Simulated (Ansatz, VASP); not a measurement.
## Two plane-wave programs on GaAs

```xyz
2
Lattice="0.0000 2.8268 2.8268 2.8268 0.0000 2.8268 2.8268 2.8268 0.0000" Properties=species:S:1:pos:R:3 pbc="T T T"
As    4.2403    4.2403    4.2403
Ga    0.0000    0.0000    0.0000
```

Alike in both runs: task relaxation of cell and atoms; functional RPBE; k mesh 8 × 8 × 8; occupations fermi-dirac, width 0.05 eV; no spin polarisation.

|  | VASP | Ansatz |
| --- | --- | --- |
| version | VASP 6.6.1 | Ansatz 0.2.0 |
| potentials or method | VASP PAW PBE potentials, release 64 (As, Ga_d) | Ansatz PAW |
| plane-wave cutoff (eV) | 600 | 420 |
| valence electrons in the cell | 18 | 28 |

|  | VASP | Ansatz | Ansatz less VASP |
| --- | --- | --- | --- |
| relaxed volume (Å³/atom) | 24.52 | 24.45 | -0.068 |
| relaxed cell length with the largest relative difference (Å) | 4.108 | 4.104 | -0.0038 |
| energy change over the relaxation (meV/atom) | -30 | -28 | +1.5 |

The two sets of potentials don't hold the same shells in valence.

Caveats: the PAW data sets were made with another functional, which shifts forces and pressure a little (VASP); the plane-wave basis is chosen anew once the cell has moved, so the energies of steps on either side of that aren't comparable (Ansatz); the PAW data sets come from PBE, with cores solved anew for the run's functional, which leaves a small shift of forces and pressure (Ansatz). RPBE and its kin give volumes clearly too large for solids. Zero-point motion and thermal expansion aren't in these numbers.
